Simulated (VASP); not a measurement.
# Ba (Immm) in VASP: further runs

One crystal, Ba, is run at these levels: r2SCAN+D3(BJ); tasks: single point.

Program: VASP 6.6.1. These are calculated values, not measurements. Logs are shortened: lines on timing, memory, paths and dates and some standing lists are left out, and cuts for length are marked.

### 1 The crystal as given

Symmetry: Immm, No. 71, orthorhombic system. Conventional cell: a = 4.495 Å, b = 4.648 Å, c = 6.465 Å, α = 90.00°, β = 90.00°, γ = 90.00°. Ba (site symmetry mmm) is surrounded by 2 Ba at 4.50 Å.

This isn't the form of Ba at room conditions, which is bcc.

### 2 Single point, r2SCAN+D3(BJ)

POSCAR

```
Ba
1.0
   -0.0538777500      3.2326650000      3.2326650000
    3.2326650000     -0.0538777500      3.2326650000
    3.1787872500      3.1787872500      0.0000000000
Ba
1
Direct
    0.0000000000      0.0000000000      0.0000000000
```

INCAR.step1

```
SYSTEM = Ba
ALGO = Normal
EDIFF = 1E-4
ENCUT = 520
GGA = PE
ISMEAR = -1
LASPH = .True.
LCHARG = .False.
LREAL = .False.
LWAVE = .True.
NBANDS = 11
NELM = 100
PREC = Accurate
SIGMA = 0.1
```

INCAR.step2

```
SYSTEM = Ba
ALGO = Normal
EDIFF = 1E-6
ENCUT = 520
ISIF = 2
ISMEAR = -1
ISTART = 1
IVDW = 12
LASPH = .True.
LCHARG = .True.
LELF = .True.
LMIXTAU = .True.
LREAL = .False.
LVHAR = .True.
LWAVE = .False.
METAGGA = R2SCAN
NBANDS = 11
NELM = 100
PREC = Accurate
SIGMA = 0.1
VDW_A1 = 0.49484001
VDW_A2 = 5.73083694
VDW_S6 = 1.0
VDW_S8 = 0.78981345
```

KPOINTS

```
k-points
0
Gamma
  9 9 9
  0 0 0
```

Potentials or basis: VASP PAW PBE potentials, release 64 (Ba_sv).

On the command line:

```
> cat potpaw_PBE.64/Ba_sv/POTCAR > POTCAR
> cp INCAR.step1 INCAR
> mpirun -np 1 vasp_std > vasp.out
> cp INCAR.step2 INCAR
> mpirun -np 1 vasp_std > vasp.out
```

OUTCAR:

```text
SYSTEM = Ba
   EDIFF = 1E-6
   ENCUT = 520
   ISIF = 2
   ISMEAR = -1
   ISTART = 1
   IVDW = 12
   LASPH = .True.
   LREAL = .False.
   METAGGA = R2SCAN
   NELM = 100
   PREC = Accurate
 IVDW          = 12

 ion  position               nearest neighbor table
   1  0.000  0.000  0.000-

  LATTYP: Found a body centered orthorhombic cell.
 ALAT       =     4.4954840408
 B/A-ratio  =     1.0338983051
 C/A-ratio  =     1.4381832838

  Lattice vectors:

 A1 = (   0.0538777500,  -3.2326650000,  -3.2326650000)
 A2 = (  -0.0538777500,   3.2326650000,  -3.2326650000)
 A3 = (   3.2326650000,  -0.0538777500,   3.2326650000)

Analysis of symmetry for initial positions (statically):
=====================================================================
 Subroutine PRICEL returns:
 Original cell was already a primitive cell.

 Routine SETGRP: Setting up the symmetry group for a
 body centered orthorhombic supercell.

 Subroutine GETGRP returns: Found  8 space group operations
 (whereof  8 operations were pure point group operations)
 out of a pool of  8 trial point group operations.

The static configuration has the point symmetry D_2h.

Analysis of symmetry for dynamics (positions and initial velocities):
=====================================================================
 Subroutine PRICEL returns:
 Original cell was already a primitive cell.

 Routine SETGRP: Setting up the symmetry group for a
 body centered orthorhombic supercell.

 Subroutine GETGRP returns: Found  8 space group operations
 (whereof  8 operations were pure point group operations)
 out of a pool of  8 trial point group operations.

The dynamic configuration has the point symmetry D_2h.

 Subroutine INISYM returns: Found  8 space group operations
 (whereof  8 operations are pure point group operations),
 and found     1 'primitive' translations

----------------------------------------------------------------------------------------

                                     Primitive cell

  volume of cell :      67.5447

  direct lattice vectors                    reciprocal lattice vectors
    -0.053877750  3.232665000  3.232665000    -0.152135553  0.152135553  0.154671146
     3.232665000 -0.053877750  3.232665000     0.152135553 -0.152135553  0.154671146
     3.178787250  3.178787250  0.000000000     0.157292691  0.157292691 -0.154671146

  length of vectors
     4.571996152  4.571996152  4.495484041     0.264978521  0.264978521  0.270933838

  position of ions in fractional coordinates (direct lattice)
     0.000000000  0.000000000  0.000000000

  ion indices of the primitive-cell ions
   primitive index   ion index
                 1           1

----------------------------------------------------------------------------------------

 KPOINTS: k-points

Automatic generation of k-mesh.
 Grid dimensions read from file:
 generate k-points for:    9    9    9

 Generating k-lattice:

  Cartesian coordinates                     Fractional coordinates (reciprocal lattice)
    -0.016903950  0.016903950  0.017185683     0.111111111 -0.000000000  0.000000000
     0.016903950 -0.016903950  0.017185683    -0.000000000  0.111111111  0.000000000
     0.017476966  0.017476966 -0.017185683     0.000000000  0.000000000  0.111111111

  Length of vectors
     0.029442058  0.029442058  0.030103760

  Shift w.r.t. Gamma in fractional coordinates (k-lattice)
     0.000000000  0.000000000  0.000000000

 Subroutine IBZKPT returns following result:
 ===========================================

 Found    125 irreducible k-points:

 Following reciprocal coordinates:
            Coordinates               Weight
  0.000000  0.000000  0.000000      1.000000
  0.111111  0.000000  0.000000      4.000000
  0.222222  0.000000  0.000000      4.000000
  0.333333  0.000000  0.000000      4.000000
  0.444444  0.000000  0.000000      4.000000
  0.111111  0.111111  0.000000      2.000000
[... 16 lines left out ...]
 -0.333333  0.333333  0.000000      2.000000
  0.444444  0.444444  0.000000      2.000000
 [... further k-points ...]
   k-points           NKPTS =    125   k-points in BZ     NKDIM =    125   number of bands    NBANDS=     11
   number of dos      NEDOS =    301   number of ions     NIONS =      1
   total plane-waves  NPLWV =  46656
   dimension x,y,z NGX =    36 NGY =   36 NGZ =   36
   dimension x,y,z NGXF=    72 NGYF=   72 NGZF=   72
   ions per type =               1
   NGX,Y,Z   is equivalent  to a cutoff of  13.09, 13.09, 13.31 a.u.
   NGXF,Y,Z  is equivalent  to a cutoff of  26.18, 26.18, 26.63 a.u.
 SYSTEM =  Ba
   PREC   = accura    normal or accurate (medium, high low for compatibility)
   ISTART =      1    job   : 0-new  1-cont  2-samecut
   ICHARG =      0    charge: 1-file 2-atom 10-const
   ISPIN  =      1    spin polarized calculation?
   LNONCOLLINEAR =      F non collinear calculations
   LSORBIT =      F    spin-orbit coupling
   LASPH  =      T    aspherical Exc in radial PAW
   ENCUT  =  520.0 eV  38.22 Ry    6.18 a.u.   8.50  8.50  8.36*2*pi/ulx,y,z
   NELM   =    100;   NELMIN=  2; NELMDL=  0     # of ELM steps
   EDIFF  = 0.1E-05   stopping-criterion for ELM
   LREAL  =      F    real-space projection
   EDIFFG = 0.1E-04   stopping-criterion for IOM
   NSW    =      0    number of steps for IOM
   IBRION =     -1    ionic relax: 0-MD 1-quasi-New 2-CG
   NFREE  =      0    steps in history (QN), initial steepest desc. (CG)
   ISIF   =      2    stress and relaxation
   ISYM   =      2    0-nonsym 1-usesym 2-fastsym
   POTIM  = 0.5000    time-step for ionic-motion
   TEBEG  =    0.0;   TEEND  =   0.0 temperature during run
   PSTRESS=    0.0 pullay stress
   NELECT =      10.0000    total number of electrons
   NUPDOWN=      -1.0000    fix difference up-down
   EMIN   =  10.00;   EMAX   =-10.00  energy-range for DOS
   EFERMI =   0.00;   METHOD = LEGACY
   ISMEAR =    -1;   SIGMA  =   0.10  broadening in eV -4-tet -1-fermi 0-gaus
   EFERMI_NEDOS =   21; number of points for ismear=-14 and -15
   IALGO  =     38    algorithm
   IMIX   =      4    mixing-type and parameters
     AMIX     =   0.40;   BMIX     =  1.00
     AMIX_MAG =   1.60;   BMIX_MAG =  1.00
  volume/ion in A,a.u.               =      67.54       455.81
  Fermi-wavevector in a.u.,A,eV,Ry     =   0.866053  1.636602 10.205014  0.750047
  Thomas-Fermi vector in A             =   1.984386
   LORBIT       =      0    0 simple, 1 ext, 2 COOP (PROOUT), +10 PAW based schemes
   METAGGA = R2SCAN    functional components
   LHFCALC =     F    Hartree Fock is set to
   AEXX    =    0.0000 exact exchange contribution
   IVDW    =    12    specifies the selected vdW correction
   LEPSILON=     F    determine dielectric tensor
   LRPA    =     F    only Hartree local field effects (RPA)
 non-spin polarized calculation
  energy-cutoff  :      520.00
  volume of cell :       67.54
 maximum number of plane-waves:      1841
 NGX is ok and might be reduce to    36
   NGX = 17   NGY = 17   NGZ = 17

 number of electron      10.0000000 magnetization

 Free energy of the ion-electron system (eV)
  ---------------------------------------------------
  ext. energy  EPLUGINS =         0.00000000
  ---------------------------------------------------
  free energy    TOTEN  =       -26.42311428 eV

  energy without entropy =      -26.36918616  energy(sigma->0) =      -26.39615022

 E-fermi :   1.5768     XC(G=0):  -7.6003

 val. band max:        1.5698357705   @ k =  -0.4444  -0.0000   0.4444
 cond. band min:       1.5837600051   @ k =  -0.4444  -0.4444   0.1111
 fundamental gap:      0.0139242345
 Fermi energy:         1.5768486244

 k-point     1 :       0.0000    0.0000    0.0000
  band No.  band energies     occupation
      1     -28.5238      2.00000
      2     -13.0928      2.00000
      3     -13.0913      2.00000
      4     -13.0880      2.00000
      5      -1.3582      2.00000
      6       3.3762      0.00000
      7       3.4921      0.00000
      8       3.6406      0.00000
      9       5.0220      0.00000
     10       5.0237      0.00000
     11       7.6126      0.00000

 k-point     2 :       0.1111    0.0000    0.0000
  band No.  band energies     occupation
      1     -28.5203      2.00000
      2     -13.1379      2.00000
      3     -13.0966      2.00000
      4     -13.0937      2.00000
      5      -1.1530      2.00000
      6       3.1524      0.00000
      7       3.5313      0.00000
      8       3.7296      0.00000
      9       4.9040      0.00000
     10       4.9166      0.00000
     11       8.1017      0.00000

 k-point     3 :       0.2222    0.0000    0.0000
  band No.  band energies     occupation
      1     -28.5114      2.00000
      2     -13.2506      2.00000
      3     -13.1086      2.00000
      4     -13.1083      2.00000
      5      -0.5998      2.00000
      6       2.6742      0.00003
      7       3.5817      0.00000
      8       3.8003      0.00000
      9       4.8902      0.00000
     10       4.9392      0.00000
     11       7.9932      0.00000

 k-point     4 :       0.3333    0.0000    0.0000
  band No.  band energies     occupation
      1     -28.5012      2.00000
      2     -13.3741      2.00000
      3     -13.1247      2.00000
      4     -13.1221      2.00000
      5       0.0940      2.00000
      6       2.3303      0.00107
      7       3.4212      0.00000
      8       3.6337      0.00000
      9       5.3530      0.00000
     10       5.4569      0.00000
     11       7.4244      0.00000

 k-point     5 :       0.4444    0.0000    0.0000
  band No.  band energies     occupation
      1     -28.4946      2.00000
      2     -13.4523      2.00000
      3     -13.1353      2.00000
      4     -13.1308      2.00000
      5       0.5613      1.99992
      6       2.2594      0.00217
      7       3.2687      0.00000
      8       3.4807      0.00000
      9       5.9203      0.00000
     10       6.0619      0.00000
     11       7.3457      0.00000
[... 211 lines left out ...]
 k-point    21 :       0.4444    0.3333    0.0000
  band No.  band energies     occupation
      1     -28.4861      2.00000
      2     -13.4067      2.00000
      3     -13.2293      2.00000
      4     -13.1965      2.00000
      5       0.7960      1.99919
      6       1.6949      0.46981
      7       2.9035      0.00000
      8       5.1242      0.00000
      9       5.5869      0.00000
     10       6.2205      0.00000
     11       7.7839      0.00000

 k-point    22 :      -0.4444    0.3333    0.0000
  band No.  band energies     occupation
      1     -28.4835      2.00000
      2     -13.4030      2.00000
      3     -13.2790      2.00000
      4     -13.1920      2.00000
      5       1.1737      1.96514
      6       1.6774      0.53561
      7       2.8009      0.00001
      8       4.8525      0.00000
      9       5.9695      0.00000
     10       6.1314      0.00000
     11       7.2566      0.00000

 k-point    23 :      -0.3333    0.3333    0.0000
  band No.  band energies     occupation
      1     -28.4852      2.00000
      2     -13.3474      2.00000
      3     -13.3342      2.00000
      4     -13.1730      2.00000
      5       1.5568      1.09976
      6       1.6340      0.72191
      7       2.5539      0.00011
      8       4.5005      0.00000
      9       5.5808      0.00000
     10       5.7885      0.00000
     11       8.3729      0.00000

 k-point    24 :       0.4444    0.4444    0.0000
  band No.  band energies     occupation
      1     -28.4824      2.00000
      2     -13.4380      2.00000
      3     -13.2308      2.00000
      4     -13.2121      2.00000
      5       0.7438      1.99952
      6       1.5311      1.22490
      7       3.2730      0.00000
      8       5.9907      0.00000
      9       6.0979      0.00000
     10       6.1012      0.00000
     11       7.5428      0.00000

 [... further k-points ...]

------------------------ aborting loop because EDIFF is reached ----------------------------------------

 Edisp (eV)   -0.08845

 E8    (eV) :    -0.0429

  FORCE on cell =-STRESS in cart. coord.  units (eV):
  Direction    XX          YY          ZZ          XY          YZ          ZX
  --------------------------------------------------------------------------------------
  -------------------------------------------------------------------------------------
  Total      -0.09195    -0.09195    -0.10318     0.11133     0.00000     0.00000
  in kB      -2.18117    -2.18117    -2.44741     2.64081     0.00000     0.00000
  external pressure =       -2.27 kB  Pullay stress =        0.00 kB

 VOLUME and BASIS-vectors are now :
 -----------------------------------------------------------------------------
  energy-cutoff  :      520.00
  volume of cell :       67.54
      direct lattice vectors                 reciprocal lattice vectors
    -0.053877750  3.232665000  3.232665000    -0.152135553  0.152135553  0.154671146
     3.232665000 -0.053877750  3.232665000     0.152135553 -0.152135553  0.154671146
     3.178787250  3.178787250  0.000000000     0.157292691  0.157292691 -0.154671146

 POSITION                                       TOTAL-FORCE (eV/Angst)
 -----------------------------------------------------------------------------------
      0.00000      0.00000      0.00000         0.000000      0.000000     -0.000000
 -----------------------------------------------------------------------------------
    total drift:                               -0.000000     -0.000000     -0.000000

  FREE ENERGIE OF THE ION-ELECTRON SYSTEM (eV)
  ---------------------------------------------------
  free  energy   TOTEN  =       -26.5115596872 eV

  energy  without entropy=      -26.4576315599  energy(sigma->0) =      -26.48459562
```

It took 4.4 min on 1 thread of AMD EPYC 9R45 (Zen 5), shared host; peak memory 0.25 GiB.

What came out:

| Item | Value |
| --- | --- |
| Free energy | -26.5116 eV |
| Pressure | -0.2 GPa |
| Band gap on the k mesh | none (metal or under the smearing width) |
| Dispersion energy per atom | -0.088 eV |

Levels at points of the mesh, in eV from the Fermi level:
```tsv
k point	band 1	band 2	band 3	band 4	band 5	band 6	band 7	band 8	band 9	band 10
(0.00, 0.00, 0.00)	-30.10	-14.67	-14.67	-14.66	-2.94	1.80	1.92	2.06	3.45	3.45
```

Caveat: the PAW data sets were made with another functional, which shifts forces and pressure a little; pairwise dispersion overbinds metals, which lowers pressure and volume.

### 3 Single point, r2SCAN+D3(BJ)

POSCAR

```
Ba
1.0
   -0.0808166250      3.2326650000      3.2326650000
    3.2326650000     -0.0808166250      3.2326650000
    3.1518483750      3.1518483750      0.0000000000
Ba
1
Direct
    0.0000000000      0.0000000000      0.0000000000
```

INCAR.step1

```
PREC     = Accurate       # precision mode
ENCUT    = 520            # plane-wave cutoff, eV
ISMEAR   = -1             # smearing method
SIGMA    = 0.1            # smearing width, eV
LREAL    = F              # projectors in reciprocal space
LASPH    = T              # aspherical terms in the spheres
NELM     = 100            # most SCF steps
NBANDS   = 11             # bands
GGA      = PE             # functional
ALGO     = Normal         # electronic algorithm
EDIFF    = 1E-4           # SCF threshold, eV
LWAVE    = T              # write WAVECAR
LCHARG   = F              # write CHGCAR
```

INCAR.step2

```
PREC     = Accurate       # precision mode
ENCUT    = 520            # plane-wave cutoff, eV
EDIFF    = 1E-6           # SCF threshold, eV
ISMEAR   = -1             # smearing method
SIGMA    = 0.1            # smearing width, eV
LREAL    = F              # projectors in reciprocal space
LASPH    = T              # aspherical terms in the spheres
NELM     = 100            # most SCF steps
ALGO     = Normal         # electronic algorithm
ISIF     = 2              # what is computed and relaxed
LWAVE    = F              # write WAVECAR
LCHARG   = F              # write CHGCAR
METAGGA  = R2SCAN         # meta-GGA
LMIXTAU  = T            
IVDW     = 12             # dispersion correction
VDW_S6   = 1.0          
VDW_S8   = 0.78981345   
VDW_A1   = 0.49484001   
VDW_A2   = 5.73083694   
NBANDS   = 11             # bands
ISTART   = 1
```

KPOINTS

```
Automatic mesh
0
Gamma
  9 9 9
```

Potentials or basis: VASP PAW PBE potentials, release 64 (Ba_sv).

On the command line:

```
> cat potpaw_PBE.64/Ba_sv/POTCAR > POTCAR
> cp INCAR.step1 INCAR
> mpirun -np 1 vasp_std > vasp.out
> cp INCAR.step2 INCAR
> mpirun -np 1 vasp_std > vasp.out
```

Wall time 4.4 min (1 thread of AMD EPYC 9R45 (Zen 5), shared host); peak memory 0.25 GiB.

It converged, with:

| Property | Result |
| --- | --- |
| Free energy | -26.5093 eV |
| Pressure | -0.2 GPa |
| Band gap on the k mesh | none (metal or under the smearing width) |
| Dispersion energy per atom | -0.088 eV |

Stress tensor (GPa, compression positive):
```
-0.20  0.40  0.00
 0.40 -0.20  0.00
 0.00  0.00 -0.26
```

Levels at points of the mesh, in eV from the Fermi level:
| k point | band 2 | band 3 | band 4 | band 5 | band 6 | band 7 | band 8 | band 9 |
| --- | --- | --- | --- | --- | --- | --- | --- | --- |
| (0.00, 0.00, 0.00) | -14.67 | -14.67 | -14.66 | -2.93 | 1.74 | 1.90 | 2.13 | 3.46 |

Caveat: the PAW data sets were made with another functional, which shifts forces and pressure a little; pairwise dispersion overbinds metals, which lowers pressure and volume.
